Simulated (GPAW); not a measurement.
Crystal: SiC.

```xyz
8
Lattice="3.0757 0.0000 0.0000 -1.5378 2.6636 0.0000 0.0000 0.0000 10.0706" Properties=species:S:1:pos:R:3 pbc="T T T"
Si    0.0000    0.0000    1.8922
Si    0.0000    0.0000    6.9275
Si    0.0000    1.7758    4.4094
Si    1.5378    0.8879    9.4447
C     0.0000    0.0000    0.0046
C     0.0000    0.0000    5.0400
C     0.0000    1.7758    2.5157
C     1.5378    0.8879    7.5510
```

The cell is a database's computed one.

```yaml
Program: GPAW 26.7.0
Task: relaxation of cell and atoms
Functional: RPBE
Dispersion: D3
Potentials_or_basis: the program's PAW data sets (release 1.2.1) made for this functional
Cutoff: 800 eV
Basis: pw
k_mesh: 6 × 6 × 2
Occupations: fermi-dirac, width 0.05 eV
Spin: no spin polarisation
```

At the start: pressure 4.3 GPa; volume 10.31 Å³/atom.

Q: How do energy, volume and symmetry change on relaxing?

A: Over 7 steps the energy falls by 3.0 meV/atom and the volume is 10.50 Å³/atom (+1.8 %); space group P6_3mc (No. 186, to 0.05 Å).

The path:
```tsv
step	energy change (eV)	largest force (eV/Å)	pressure (GPa)	volume (Å³)
1	0.0000	0.0065	4.33	82.50
2	-0.0024	0.0040	4.09	82.59
3	-0.0067	0.0009	3.62	82.76
4	-0.0120	0.0046	2.96	83.00
5	-0.0172	0.0058	2.14	83.30
6	-0.0214	0.0033	1.22	83.65
7	-0.0238	0.0018	0.25	84.02
```

Final structure:
```
CELL_PARAMETERS angstrom
3.09451 0.00000 0.00000
-1.54726 2.67993 0.00000
0.00000 0.00000 10.13145
ATOMIC_POSITIONS crystal
Si 0.00000 0.00000 0.18787
Si 0.00000 0.00000 0.68787
Si 0.33333 0.66667 0.43785
Si 0.66667 0.33333 0.93785
C 0.00000 0.00000 0.00048
C 0.00000 0.00000 0.50048
C 0.33333 0.66667 0.24980
C 0.66667 0.33333 0.74980
```

Caveat: the k mesh is coarse; later steps reuse the first step's grids.
